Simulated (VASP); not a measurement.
# Tl under changes of volume

One of the cells (30.627 Å³/atom); the others are scaled copies at fixed shape and fractional positions:

```
Tl
1.0
     3.53187    0.00000    0.00000
    -1.76594    3.05869    0.00000
     0.00000    0.00000   11.34021
Tl
4
Direct
  0.66667 0.33333 0.75000
  0.00000 0.00000 0.50000
  0.33333 0.66667 0.25000
  0.00000 0.00000 0.00000
```

| Item | Value |
| --- | --- |
| Program | VASP 6.6.1 |
| Functional | PBE |
| Potentials or basis | VASP PAW PBE potentials, release 64 (Tl_d) |
| Cutoff | 520 eV |
| k mesh | 9 × 9 × 3 |
| Occupations | fermi-dirac, width 0.05 eV |
| Spin | no spin polarisation |

```tsv
volume (Å³/atom)	energy over the lowest point (meV/atom)	pressure (GPa)
28.225	29.91	3.5
28.825	?	?
29.426	9.79	1.8
30.627	0.98	0.5
31.227	0.00	-0.1
31.828	0.95	-0.5
```

**Question.** What does the run at 28.825 Å³/atom give?

**Answer.** Energy over the lowest point 18.26 meV/atom; pressure 2.6 GPa.

Worked out: A Birch-Murnaghan fit of order 3 (a polynomial in V^(-2/3)) to the other rows has its minimum at 31.22 Å³/atom with B0 = V·E''(V) = 27 GPa and B' = 5.6 at fixed shape and positions, which overstates the stiffness. It gives 18.26 meV/atom at 28.825 Å³/atom, against the run's 18.26, and -dE/dV = 2.7 GPa, against 2.6.

Energies are extrapolated to zero smearing.
